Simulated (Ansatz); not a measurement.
The system is Si2Mo.

```
CELL_PARAMETERS angstrom
-1.60000 1.60000 3.93050
1.60000 -1.60000 3.93050
1.60000 1.60000 -3.93050
ATOMIC_POSITIONS crystal
Mo 0.00000 0.00000 0.00000
Si 0.66700 0.66700 0.00000
Si 0.33300 0.33300 0.00000
```

- Program: Ansatz 0.2.0
- Task: single point
- Functional: PBE
- Potentials or basis: Ansatz PAW
- Cutoff: 420 eV (not typed: the program's choice for these potentials)
- k mesh: 12 × 12 × 12
- Occupations: fermi-dirac, width 0.05 eV
- Spin: no spin polarisation

On this cell: pressure 2.2 GPa; largest force 0.279 eV/Å; band gap on the k mesh none (metal or under the smearing width).

The same run follows on a disturbed copy (atoms moved at random, drawn with an rms of 0.05 Å):

```xyz
3
Lattice="-1.6000 1.6000 3.9305 1.6000 -1.6000 3.9305 1.6000 1.6000 -3.9305" Properties=species:S:1:pos:R:3 pbc="T T T"
Mo   -0.0147    0.0359    0.0506
Si    0.0664    0.0136    5.2950
Si    0.0405   -0.0037    2.6189
```

Task: What changes?

Result: The energy (extrapolated to zero smearing) moves by +19.3 meV/atom; pressure 2.5 GPa; largest force 0.919 eV/Å; band gap on the k mesh none (metal or under the smearing width).

Forces on the atoms (eV/Å):
```
Mo   0.617 -0.274 -0.349
Si  -0.487  0.046 -0.531
Si  -0.130  0.229  0.881
```

Stress tensor (GPa, compression positive):
```
 2.78 -0.31 -0.26
-0.31  2.97  0.06
-0.26  0.06  1.72
```
